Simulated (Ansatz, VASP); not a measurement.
## TePb in VASP and in Ansatz

```
Pb Te
1.0
     0.00000    3.23100    3.23100
     3.23100    0.00000    3.23100
     3.23100    3.23100    0.00000
Pb Te
1 1
Direct
  0.00000 0.00000 0.00000
  0.50000 0.50000 0.50000
```

Alike in both runs: task single point; functional PBE; k mesh 7 × 7 × 7; occupations gaussian, width 0.016 eV; no spin polarisation.

|  | VASP | Ansatz |
| --- | --- | --- |
| version | VASP 6.6.1 | Ansatz 0.2.0 |
| potentials or method | VASP PAW PBE potentials, release 64 (Pb_d, Te) | Ansatz PAW |
| plane-wave cutoff (eV) | 520 | 420 |
| valence electrons in the cell | 20 | 30 |

|  | VASP | Ansatz | Ansatz less VASP |
| --- | --- | --- | --- |
| gap on the k mesh at the Fermi level (eV) | 1.01 | 1.01 | -0.003 |
| least direct gap on the mesh (eV) | 1.01 | 1.01 | -0.003 |
| pressure (GPa) | 2.1 | 2.1 | +0.05 |

The functional is the same, so the differences come from potentials, cutoffs and numerics. The two sets of potentials don't hold the same shells in valence.

Spin-orbit coupling is left out, which matters for the levels of Pb, Te.
